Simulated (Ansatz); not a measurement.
# MnS (Fm-3m) in Ansatz: band structure with HSE06

Aim: the band structure of MnS with HSE06.

Everything below comes from runs of Ansatz 0.2.0. Logs are shortened: lines on timing, memory, paths and dates and some standing lists are left out, and cuts for length are marked.

## Step 1: The structure

Symmetry: Fm-3m, No. 225, cubic system. Conventional cell: a = 5.209 Å, b = 5.209 Å, c = 5.209 Å, α = 90.00°, β = 90.00°, γ = 90.00°. Mn (site symmetry m-3m) has 6 S at 2.60 Å as nearest neighbours. S (site symmetry m-3m) has 6 Mn at 2.60 Å as nearest neighbours.

## Step 2: Band structure, HSE06, collinear spin, ferromagnetic start

Contents of input.yaml:

```yaml
crystal:
  lattice:
    - [0.0, 2.6045, 2.6045]
    - [2.6045, 0.0, 2.6045]
    - [2.6045, 2.6045, 0.0]
  atoms:
    - { symbol: Mn, position: [0.0, 0.0, 0.0], spin: 4.0 }
    - { symbol: S, position: [0.5, 0.5, 0.5] }
hamiltonian:
  xc: hse06
  pseudopotentials: { kind: paw }
magnetization:
  spin_polarized: true
kpoints:
  mp_grid: { grid: [5, 5, 5] }
  band_path:
    path:
      - [[0.0, 0.0, 0.0], [0.5, 0.0, 0.5], [0.5, 0.25, 0.75], [0.375, 0.375, 0.75], [0.0, 0.0, 0.0], [0.5, 0.5, 0.5], [0.625, 0.25, 0.625], [0.5, 0.25, 0.75], [0.5, 0.5, 0.5], [0.375, 0.375, 0.75]]
      - [[0.625, 0.25, 0.625], [0.5, 0.0, 0.5]]
    npoints: 4
scf:
  occupations: { method: fermi_dirac, width: 0.05 }
  n_extra_bands: 6
output:
  forces: true
  stress: true
  eigenvalues: true
  fatbands: false
```

Potentials or basis: Ansatz PAW.

Command:

```
ansatz run input.yaml --threads 2 --pin off --max-ram 5632MiB --backend cpu --events-out ev --progress --plain --runs-dir out
```

Standard output:

```text
Warning: output.stress: scf.convergence.dr2_threshold = 1e-7 eV (the SCF's general default) is looser than the 2e-10 eV advised for a printed stress (1e-10 eV for each atom of the cell: 2). What an SCF threshold leaves in a stress goes as its square root, and in the free energy as the threshold itself, and one threshold admits the most on a small cell: of the crystals measured, under no hybrid functional and no lock of the moments, on runs that ended without the residual-converged pass, on stresses that held no estimate of that error, the worst erred by over 100 MPa in a component at 1e-7 eV an atom and by under 5 at 1e-10. Set scf.convergence.dr2_threshold to 2e-10 eV or tighter. The threshold is an SCF's pass mark: one that does not reach it within its budget of iterations ends unconverged, or closes short of it on a stop that the run arms, and scf.convergence.dr2_threshold's page says what that costs each kind of run
Warning: output.stress: scf.exx.energy_threshold = 1e-6 eV is looser than the 2e-8 eV advised for a stress under a hybrid functional (1e-8 eV for each atom of the cell: 2). Every SCF of the exchange loop can meet its threshold on dr2 while the loop round them stops early: no threshold on dr2 bounds what that leaves in the stress. Set scf.exx.energy_threshold to 2e-8 eV or tighter. The threshold is the loop's pass mark: a loop that does not reach it within its budget of cycles ends unconverged, and scf.exx.energy_threshold's page has the law
Warning: RAYON_NUM_THREADS=2 ignored (pool sized by the plan → 2); use --threads N
scf.n_extra_bands = 6 over 11 filled bands (N_el = 21.0): the run solves 17 bands
Engine: ansatz 0.2.0, aarch64-unknown-linux-gnu
Pseudopotentials: kind: paw
Pseudopotential: Mn, paw, valence charge 15, recommended cutoff 420 eV (normal), Mn.paw.azcp
Pseudopotential: S, paw, valence charge 6, recommended cutoff 420 eV (normal), S.paw.azcp
Functional definition: HSE06
  parameter a = 0.25
  parameter omega = 0.11/bohr
  exchange = pbe_x - a*pbe_x_sr(omega) + a*exact_x_sr(omega)
  correlation = pbe_c
Crystal: 2 atoms, lattice volume = 35.335 Å³
Basis set: ecut = 420 eV, 701 PW (Γ), exchange–correlation on 50×50×50 points (8 copies of the dense FFT grid, shifted against one another)
Bands: 17, of which v1, the nominal top of the filled ones, is band 11 counted from 1 (10 counted from 0)
Symmetry: 48 space group operations
Space group: Fm-3m (ITA 225), of the structure as read, at distance tolerance 3.3e-5 Å
Magnetic group: BNS 225.116 (UNI 1618), of the structure as read, at distance tolerance 3.3e-5 Å
k-points: 10 of 125
Non-local potential: Mn, projectors of the file, l = 0: 3, l = 1: 2, l = 2: 3, l = 3: 1
Non-local potential: S, projectors of the file, l = 0: 2, l = 1: 2, l = 2: 2
PAW form: soft (Blöchl's): semilocal exchange-correlation on the pseudo side does not see the compensation charge
PAW frozen core: Mn, regenerated for the run's functional, and the local potential with it (the file was generated under x = pbe(κ = 0.804, μ = 0.2195149727645171), c = pbe(β = 0.06672455060314922))
PAW frozen core: S, regenerated for the run's functional, and the local potential with it (the file was generated under x = pbe(κ = 0.804, μ = 0.2195149727645171), c = pbe(β = 0.06672455060314922))
PAW one-centre angular grid: Mn, 590 points (default); XC on 64 Gauss nodes
PAW one-centre angular grid: S, 110 points (default); XC on 64 Gauss nodes
Initial density: superposition of atomic densities (chi_scale 0.1, normalization cell, long waves kept (reshape's long-wave potential 0.00 eV rms))
Starting moments: Σ|m| = 4 μB on 1 of 2 sites
Initial wavefunctions: pseudopotential atomic-orbital guess
Functional: x = pbe(κ = 0.804, μ = 0.2195149727645171), c = pbe(β = 0.06672455060314922), warm-up for x = pbe(κ = 0.804, μ = 0.2195149727645171) + 0.25 (exact − pbe) at short range (hse, ω = 0.20786987370883472 Å⁻¹), c = pbe(β = 0.06672455060314922); HSE06 as pw.x's `hse` composes it (authors' and Libxc's form: `xc: wpbeh`)
iter 1 solved again at ethr=4.51e-2 eV; its pass at ethr=1.00e-1 eV (dr2=9.48e0 eV) is discarded
SCF iter   1: F=—  HF=-4802.694688 eV  |F-HF|=—  |Δ(HF+E_count)|=         —  Δρ=8.80e-2 (↑7.16e-2 ↓8.80e-2)  dr2=9.42e0  dr2_m=5.36e-2  M=3.842 μB ∫|m|=3.842 μB  β_m=1.00  ethr=4.51e-2  ⟨swp⟩=2.5  Hψ=1714  notcnv=0
preconditioner: auto → Kerker (q_TF=auto, 2.502 Å⁻¹)  [metal: Δε(μ)=0.109 eV  Ē_g=9.400 eV  σ=0.050 eV  W_gap=0.50  n_scr=14 (ndim 8)  ℏωp=22.5 eV  f_vac=0.000  D(μ)=2.07/eV (n_scr^D=14)]
spin=Collinear: Kerker preconditioning applied to the charge; magnetization (m = ρ↑ − ρ↓) channel mixes plain (no charge-response kernel on spin).
iter 2 solved again at ethr=8.70e-4 eV; its pass at ethr=4.49e-2 eV (dr2=1.83e-1 eV) is discarded
[... 32 lines left out ...]
hybrid outer 1: dexx = +1.181e-1 eV, tail = 3.64e-4 eV
Exchange kernel: α = 0.2500, screened, ω = 0.2079 Å⁻¹, Wigner–Seitz truncation, v(0) = 1040.4488 eV·Å³, q-mesh 5×5×5, nearest image of the exchange supercell L = 18.42 Å, pair-density grid 15×15×15, without the augmentation charges, whose exchange is taken in its separable form by FFT convolution over the k-point mesh (sized by the pseudopotential files, 24×24×24 at the most), smooth part of the exact exchange by density-matrix convolution
Frozen-core exchange: fock
SCF iter   1: F=—  HF=-4802.813462 eV  |F-HF|=—  |Δ(HF+E_count)|=         —  Δρ=1.29e-4 (↑1.29e-4 ↓7.11e-5)  dr2=4.81e-6  dr2_m=2.15e-6  M=5.000 μB ∫|m|=5.000 μB  β_m=0.30  ethr=8.67e-6  ⟨swp⟩=2.9  Hψ=734  notcnv=0
preconditioner: auto → none  [insulator: Δε(μ)=1.179 eV  Ē_g=12.251 eV  σ=0.050 eV  W_gap=1.00  n_scr=14 (ndim 8)  ℏωp=22.5 eV  f_vac=0.000  D(μ)=0.00/eV (n_scr^D=0)]
SCF iter   2: F=—  HF=-4802.813472 eV  |F-HF|=—  |Δ(HF+E_count)|=   1.06e-5  Δρ=1.02e-4 (↑1.02e-4 ↓6.87e-5)  dr2=4.33e-6  dr2_m=1.35e-6  M=5.000 μB ∫|m|=5.000 μB  β_m=0.61  ethr=1.89e-8  ⟨swp⟩=4.2  Hψ=940  notcnv=0
SCF iter   3: F=—  HF=-4802.813472 eV  |F-HF|=—  |Δ(HF+E_count)|=   3.83e-7  Δρ=2.98e-5 (↑2.98e-5 ↓1.80e-5)  dr2=7.60e-7  dr2_m=7.59e-8  M=5.000 μB ∫|m|=5.000 μB  β_m=0.57  ethr=1.89e-8  ⟨swp⟩=3.5  Hψ=686  notcnv=0
SCF iter   4: F=—  HF=-4802.813472 eV  |F-HF|=—  |Δ(HF+E_count)|=   2.25e-7  Δρ=1.35e-5 (↑1.35e-5 ↓9.39e-6)  dr2=1.05e-7  dr2_m=2.05e-8  M=5.000 μB ∫|m|=5.000 μB  β_m=0.71  ethr=3.20e-9  ⟨swp⟩=2.4  Hψ=597  notcnv=0
SCF iter   5: F=—  HF=-4802.813471 eV  |F-HF|=—  |Δ(HF+E_count)|=   2.04e-8  Δρ=6.22e-6 (↑6.22e-6 ↓2.05e-6)  dr2=8.92e-9  dr2_m=3.30e-9  M=5.000 μB ∫|m|=5.000 μB  β_m=0.63  ethr=4.94e-10  ⟨swp⟩=3.5  Hψ=854  notcnv=0
SCF iter   6: F=-4802.813471 eV  HF=-4802.813471 eV  |F-HF|=2.18e-11  |Δ(HF+E_count)|=   4.59e-9  Δρ=9.46e-7 (↑9.46e-7 ↓6.35e-7)  dr2=3.44e-10  dr2_m=8.19e-11  M=5.000 μB ∫|m|=5.000 μB  ethr=4.16e-11  ⟨swp⟩=3.8  Hψ=890  notcnv=0  defer=1
SCF 3 converged in 6 iterations: F = -4802.813471 eV  dr2 = 3.44e-10
  Residual-converged pass: ⟨swp⟩=2.2  Hψ=507  notcnv=0  max |occ|·‖R‖ = 2.4e-6 eV (tolerance 2.4e-6 eV)  dr2=3.48e-10  dr2_m=8.31e-11  dr2_onsite=1.06e-9  max |Δocc| = 1.0e-21
hybrid outer 2: dexx = +5.940e-6 eV, tail = 3.75e-7 eV, Δε = 1.21e-2 eV (about 4.73e-4 eV left of the loop's levels)
Exchange kernel: α = 0.2500, screened, ω = 0.2079 Å⁻¹, Wigner–Seitz truncation, v(0) = 1040.4488 eV·Å³, q-mesh 5×5×5, nearest image of the exchange supercell L = 18.42 Å, pair-density grid 15×15×15, without the augmentation charges, whose exchange is taken in its separable form by FFT convolution over the k-point mesh (sized by the pseudopotential files, 24×24×24 at the most), smooth part of the exact exchange by density-matrix convolution
Frozen-core exchange: fock
SCF iter   1: F=—  HF=-4802.813472 eV  |F-HF|=—  |Δ(HF+E_count)|=         —  Δρ=5.12e-6 (↑5.12e-6 ↓2.50e-6)  dr2=8.58e-9  dr2_m=2.27e-9  M=5.000 μB ∫|m|=5.000 μB  β_m=0.30  ethr=8.93e-9  ⟨swp⟩=2.3  Hψ=689  notcnv=0
SCF iter   2: F=-4802.813472 eV  HF=-4802.813472 eV  |F-HF|=1.61e-9  |Δ(HF+E_count)|=   9.53e-9  Δρ=4.77e-6 (↑4.77e-6 ↓1.54e-6)  dr2=5.15e-9  dr2_m=2.20e-9  M=5.000 μB ∫|m|=5.000 μB  ethr=3.94e-11  ⟨swp⟩=4.1  Hψ=817  notcnv=0  defer=1
SCF 4 converged in 2 iterations: F = -4802.813472 eV  dr2 = 5.15e-9
  Residual-converged pass: ⟨swp⟩=2.5  Hψ=537  notcnv=0  max |occ|·‖R‖ = 2.3e-6 eV (tolerance 2.4e-6 eV)  dr2=5.17e-9  dr2_m=2.21e-9  dr2_onsite=3.30e-9  max |Δocc| = 3.2e-22
hybrid outer 3: dexx = +6.392e-9 eV, tail = 2.14e-8 eV, Δε = 5.37e-4 eV (about 2.41e-4 eV left of the loop's levels), ΔF = 1.67e-29 eV/Å (tail inf)
NSCF: frozen V_eff on 42 k-points
this state was not tested for a lower state beside it, because the functional holds exact exchange (a hybrid, or Hartree-Fock), whose exchange loop this test does not read (fock_operator); the stability check (scf.self_checks: high) cannot read this state: a pseudopotential is PAW: the check reads norm-conserving sets alone
hybrid SCF converged: 3 outer / 14 inner (+13 warm-up), last move |dexx| = 6.39e-9 eV, tail = 2.14e-8 eV
Magnetization: 5.0000 μB (13.0000 up, 8.0000 down)
Absolute magnetization: 5.0000 μB (∫|ρ↑−ρ↓|, with the PAW one-centre terms)
Spin contamination: 0.0084 ħ² per cell (⟨S²⟩ above its minimum at these occupations)
Per-site moments (μB) at R_I (Å): [(4.513183834678707, 1.0743562500000001), (0.15259831333689253, 1.0743562500000001)]
Free energy (F): -4802.813472 eV
Frozen-core exchange: fock
Harris-Foulkes:  -4802.813472 eV  (|F-HF|=1.61e-9)
Internal energy: -4802.813471 eV  (E = F + TS)
E sigma→0 (E₀):  -4802.813471 eV
Entropy (-TS):   -0.000001 eV (-0.000 meV/atom)
Fermi energy:    10.195289 eV
--- Per-component energies (eV) ---
  E_band       = -349.491846
  E_kinetic    = 406.031386
  E_local      = -2457.387782  (includes V_loc(G=0)·N_el)
  E_nonlocal   = 283.962558
  E_hartree    = 1008.959858
  E_xc         = -166.819530
  E_vxc        = -182.850272  (∫ρ·V_xc dr)
  E_exx        = -78.523939  (= α·E_x^exact, valence–valence)
  E_paw        = -1873.631927  (= ΣΔE_a)
  E_vpaw       = -260.115635  (= ΣTr[D̂ρ^β])
  E_aug_tail   = -0.000008  (compensation charges beyond the density's cutoff)
  E_ewald      = -1925.114175
  E_core_change = -0.289911  (= ΣΔE_core)
  E_smearing   = -0.000001  (= −TS)
  E_closure    = 0.000000  (closes the sum)
  Σ components = -4802.813472   (vs F -4802.813472, Δ=0.00e0)
--- Forces (eV/Å), atoms counted from 1 ---
  atom   1  Mn    -0.00000000    -0.00000000    -0.00000000
  atom   2  S      0.00000000     0.00000000    -0.00000000
  max |Σ_I F_I| component: 1.45e-29 eV/Å
--- Stress (GPa, compression-positive) ---
        1.883200       0.000000       0.000000
       -0.000000       1.883200      -0.000000
        0.000000      -0.000000       1.883200
  P = ⅓ Tr σ = 1.8832 GPa (18.832 kbar)
--- Band table (eV; the first three rows and the last of 20) ---
  k-point 0 ↑: bands = ["-77.7617", "-45.1751", "-45.1751", "-45.1751", "-6.0859", "4.6995", "4.6995", "4.6995", "4.7044", "4.7044", "7.9178", "7.9178", "7.9178", "12.5428", "19.3537", "19.3537", "19.3537"]
  k-point 1 ↑: bands = ["-77.7615", "-45.1779", "-45.1755", "-45.1755", "-5.6571", "4.1734", "4.2116", "4.2116", "4.8479", "4.8479", "6.3395", "8.5847", "8.5847", "14.1871", "17.7674", "18.5974", "18.5974"]
  k-point 2 ↑: bands = ["-77.7612", "-45.1824", "-45.1761", "-45.1761", "-4.7661", "2.3498", "3.6334", "3.6334", "5.1000", "5.1000", "5.8013", "9.5257", "9.5257", "13.6959", "16.5131", "16.5131", "19.4654"]
  k-point 9 ↓: bands = ["-71.5385", "-38.4696", "-38.4663", "-38.4620", "-4.0635", "4.2322", "5.3542", "6.0584", "12.6392", "13.1580", "13.5917", "14.0914", "14.2374", "16.5689", "18.1933", "18.9528", "20.8909"]
```

Run time: 3.5 min. Hardware: 2 threads of Arm Neoverse V1, shared host; peak memory 0.75 GiB.

Results:

- Free energy: -4802.8135 eV
- Pressure: 1.9 GPa
- Band gap on the k mesh: 1.18 eV, indirect (least direct gap 3.39 eV)
- Band gap along the path: 0.94 eV, indirect (least direct gap 3.38 eV)
- Net moment: 5.00 μB per cell
- Absolute moment: 5.00 μB per cell
- Site moments: Mn +4.51; S +0.15 μB

Levels at the corners of the path, in eV from the valence-band top:
Spin up:
```tsv
point	band 10	band 11	band 12	band 13	band 14	band 15	band 16	band 17
Γ	-4.98	-1.77	-1.77	-1.77	2.85	9.67	9.67	9.67
X	-4.42	-3.91	-3.57	-3.57	1.83	6.22	11.73	13.56
W	-4.11	-3.88	-3.88	-2.86	5.22	7.91	8.30	8.30
K	-4.48	-3.99	-3.51	-1.99	3.50	7.28	9.82	10.28
Γ	-4.98	-1.77	-1.77	-1.77	2.85	9.67	9.67	9.67
L	-4.54	-3.89	0.00	0.00	3.79	6.50	6.50	10.19
U	-4.48	-3.99	-3.51	-1.99	3.50	7.28	9.82	10.28
W	-4.11	-3.88	-3.88	-2.86	5.22	7.91	8.30	8.30
L	-4.54	-3.89	0.00	0.00	3.79	6.50	6.50	10.19
K	-4.48	-3.99	-3.51	-1.99	3.50	7.28	9.82	10.28
U	-4.48	-3.99	-3.51	-1.99	3.50	7.28	9.82	10.28
X	-4.42	-3.91	-3.57	-3.57	1.83	6.22	11.73	13.56
```
Spin down:
```
point  band 6  band 7  band 8  band 9  band 10  band 11
    Γ   -1.40   -1.40   -1.40    2.59     2.59     2.59
    X   -5.83   -3.14   -3.14    0.94     3.27     3.31
    W   -4.87   -4.87   -4.10    3.36     3.46     3.46
    K   -5.34   -4.84   -3.21    2.28     3.90     4.16
    Γ   -1.40   -1.40   -1.40    2.59     2.59     2.59
    L   -6.66   -3.07   -3.07    4.08     4.08     4.19
    U   -5.34   -4.84   -3.21    2.28     3.90     4.16
    W   -4.87   -4.87   -4.10    3.36     3.46     3.46
    L   -6.66   -3.07   -3.07    4.08     4.08     4.19
    K   -5.34   -4.84   -3.21    2.28     3.90     4.16
    U   -5.34   -4.84   -3.21    2.28     3.90     4.16
    X   -5.83   -3.14   -3.14    0.94     3.27     3.31
```

Caveat: the magnetic or orbital state may not be the lowest; the k mesh misses the band edges, so the gap on the mesh is wider than the one along the path; a cell with one magnetic atom can't hold antiferromagnetic order, which such compounds often take; the PAW data sets come from PBE, with cores solved anew for the run's functional, which leaves a small shift of forces and pressure; the thresholds are loose for stress.
